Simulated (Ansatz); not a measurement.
What a change of settings does to a run on HfC

The cell is COD entry 1539502, as deposited and not checked against the literature; nothing was relaxed.

First run: DFT, PBE, all-electron LAPW, scalar-relativistic (Ansatz 0.2.0).

Command: `ansatz run input.yaml --threads 1 --pin off --max-ram 2048MiB --backend cpu --events-out ev --progress --plain --runs-dir out` The run took 23 s on 1 thread of Arm Neoverse V2, with other jobs on the host, peak memory 0.47 GiB.

```yaml
crystal:
  lattice:
    - [0.0, 2.325, 2.325]
    - [2.325, 0.0, 2.325]
    - [2.325, 2.325, 0.0]
  atoms:
    - { symbol: Hf, position: [0.5, 0.5, 0.5] }
    - { symbol: C, position: [0.0, 0.0, 0.0] }
kpoints:
  mp_grid: { grid: [15, 15, 15] }
scf:
  occupations: { method: fermi_dirac, width: 0.01 }
hamiltonian:
  xc: pbe
  pseudopotentials: { kind: all_electron, lapw: { basis_error: 0.001 } }
output:
  forces: true
  stress: true
  eigenvalues: true
```

Result: converged; pressure 0.22 GPa; no gap on the k mesh; 8 SCF iterations.

No spin–orbit coupling, which matters for the heavy atoms here.

The input is then changed:

```diff
@@ -10,5 +10,6 @@
   mp_grid: { grid: [15, 15, 15] }
 scf:
-  occupations: { method: fermi_dirac, width: 0.01 }
+  occupations: { method: fermi_dirac, width: 0.05 }
+  algorithm: density_mixing
 hamiltonian:
   xc: pbe
```

Predict the outcome of the changed run.

It converged; energy at zero smearing -0.2 meV/atom from the first run; pressure 0.25 GPa; no gap on the k mesh; 10 SCF iterations.
